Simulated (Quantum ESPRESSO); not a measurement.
A run of Quantum ESPRESSO 7.5:

File pw.in:

```
&CONTROL
  calculation = 'vc-relax'
  prefix = 'pwscf'
  outdir = './tmp'
  pseudo_dir = './pseudo'
  tprnfor = .true.
  tstress = .true.
  disk_io = 'low'
  nstep = 40
  forc_conv_thr = 0.0004
  etot_conv_thr = 1d-05
/
&SYSTEM
  ibrav = 0
  nat = 1
  ntyp = 1
  ecutwfc = 94
  nbnd = 16
  occupations = 'smearing'
  smearing = 'fd'
  degauss = 0.00367493
  nspin = 2
  starting_magnetization(1) = 0.2143
/
&ELECTRONS
  conv_thr = 2d-10
  electron_maxstep = 120
  mixing_beta = 0.3
/
&IONS
  ion_dynamics = 'bfgs'
/
&CELL
  cell_dynamics = 'bfgs'
  press = 0
  press_conv_thr = 0.3
/
ATOMIC_SPECIES
Cr    51.9961 Cr.upf
CELL_PARAMETERS angstrom
  -1.4844496776    1.4844496776    1.4844496776
   1.4844496776   -1.4844496776    1.4844496776
   1.4844496776    1.4844496776   -1.4844496776
ATOMIC_POSITIONS angstrom
Cr     0.0000000000    0.0000000000    0.0000000000
K_POINTS automatic
12 12 12 0 0 0
```

Potentials or basis: PseudoDojo 0.4.1 SR PBEsol standard.

Launch:

```console
$ OMP_NUM_THREADS=1 mpirun -n 2 pw.x -nk 2 -in pw.in > pw.out
```

Hardware: 2 MPI ranks on Arm Neoverse V1 (shared host).

Task: Estimate the wall time of this run.

Result: Run time: 2 min on 2 MPI ranks on Arm Neoverse V1 (shared host), peak memory 0.16 GiB a rank. Counts: scf iterations 66, k pools 2, bands 16, ion steps 5, k points 72, g dense 10833.
